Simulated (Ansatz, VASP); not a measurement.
## Two plane-wave programs on ZnS

File INCAR:

```
ALGO     = Normal         # electronic algorithm
EDIFF    = 1E-7           # SCF threshold, eV
EDIFFG   = -0.002         # ionic threshold
ENCUT    = 600            # plane-wave cutoff, eV
GGA      = CA             # functional
IBRION   = 2              # ionic algorithm
ISIF     = 3              # what is computed and relaxed
ISMEAR   = -1             # smearing method
LASPH    = T              # aspherical terms in the spheres
LCHARG   = F              # write CHGCAR
LREAL    = F              # projectors in reciprocal space
LWAVE    = F              # write WAVECAR
NELM     = 60             # most SCF steps
NSW      = 100            # ionic steps
PREC     = Accurate       # precision mode
SIGMA    = 0.08           # smearing width, eV
```

The input KPOINTS:

```
k-points
0
Gamma
  12 12 12
```

POSCAR

```
ZnS
1.0
    2.7020000000      2.7020000000      0.0000000000
   -2.7020000000      2.7020000000      0.0000000000
    0.0000000000      2.7020000000      2.7020000000
Zn S
1 1
Direct
    0.7500000000      0.2500000000      0.5000000000
    0.0000000000      0.0000000000      0.0000000000
```

Input for Ansatz:

```yaml
crystal:
  lattice:
    - [2.702, 2.702, 0.0]
    - [-2.702, 2.702, 0.0]
    - [0.0, 2.702, 2.702]
  atoms:
    - { symbol: Zn, position: [0.75, 0.25, 0.5] }
    - { symbol: S, position: [0.0, 0.0, 0.0] }
kpoints:
  mp_grid: { grid: [12, 12, 12] }
scf:
  occupations: { method: fermi_dirac, width: 0.08 }
hamiltonian:
  xc: lda
  pseudopotentials: { kind: paw }
relax:
  f_tol: 0.002
  max_steps: 80
  cell: {}
output:
  forces: true
  stress: true
```

Alike in both runs: task relaxation of cell and atoms; functional LDA; k mesh 12 × 12 × 12; occupations fermi-dirac, width 0.08 eV; no spin polarisation.

|  | VASP | Ansatz |
| --- | --- | --- |
| version | VASP 6.6.1 | Ansatz 0.2.0 |
| potentials or method | VASP PAW LDA potentials, release 64 (Zn, S) | PAW with Ansatz's default frozen-core files, scalar-relativistic |
| plane-wave cutoff (eV) | 600 | 420 |
| valence electrons in the cell | 18 | 18 |

Ansatz gave:

| Item | Value |
| --- | --- |
| relaxed volume (Å³/atom) | 18.58 |
| relaxed cell length with the largest relative difference (Å) | 3.745 |
| energy change over the relaxation (meV/atom) | -17 |

**Question.** What did VASP give for the same quantities?

**Answer.** Relaxed volume (Å³/atom): 18.63; relaxed cell length with the largest relative difference (Å): 3.749; energy change over the relaxation (meV/atom): -16.

A k mesh can miss the band edges. Zero-point motion and thermal expansion aren't in these numbers. LDA usually gives volumes a few per cent too small.
